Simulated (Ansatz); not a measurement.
**Symmetry broken, then relaxed in Ti**

Level of theory: Ansatz, DFT PBEsol, scalar-relativistic, plane waves, PAW. The runs took a 420 eV cutoff, a Γ-centred 12×12×12 mesh and Gaussian smearing (0.15 eV). No spin polarisation. Energies are free energies at this smearing, counted from the undisturbed cell; pressure is positive in compression.

The starting cell (relaxed at this level; this form isn't the usual structure):

```
CELL_PARAMETERS angstrom
4.51529 0.00000 0.00000
-2.25765 3.91036 0.00000
0.00000 0.00000 2.79879
ATOMIC_POSITIONS crystal
Ti 0.00000 0.00000 0.00000
Ti 0.33333 0.66667 0.50000
Ti 0.66667 0.33333 0.50000
```

The atoms are displaced (Å, in the unstrained cell):

| atom | ux | uy | uz |
| --- | --- | --- | --- |
| Ti1 | -0.252 | -0.256 | 0.177 |
| Ti2 | 0.503 | 0.511 | -0.354 |
| Ti3 | -0.252 | -0.256 | 0.177 |

Cell and atoms are then relaxed.

Question: Does the relaxation return to the undisturbed structure?

Answer: Yes (up to a choice of domain or origin): same space group and volume, and an energy 0.0 meV/atom from it. The disturbance itself cost 994.7 meV/atom. The final space group reads P6/mmm (tolerance 0.05 Å) and the volume changes by -0.01 %.

Final structure:

```xyz
3
Lattice="4.5145 0.0000 0.0000 -2.2573 3.9097 0.0000 0.0000 0.0000 2.7995" Properties=species:S:1:pos:R:3 pbc="T T T"
Ti    0.0000    0.0000    0.4667
Ti    0.0000    2.6064    0.4665
Ti    2.2572    1.3032    1.8663
```

The relaxation, step by step (energy from the first step; small jumps at an unchanged geometry come where the plane waves are selected anew for the new cell):

```tsv
step	ΔE (meV/atom)	largest force component (eV/Å)	pressure (GPa)
1	0.0	5.868	16.50
2	-410.3	2.493	8.47
3	-651.5	1.813	6.38
4	-835.2	0.651	-0.12
5	-892.9	0.376	0.70
6	-921.1	0.543	1.07
7	-963.2	0.536	0.04
8	-990.2	0.083	1.89
9	-994.4	0.010	-0.24
10	-994.7	0.002	-0.02
11	-994.7	0.002	-0.05
12	-994.7	0.000	0.00
13	-994.7	0.000	0.00
```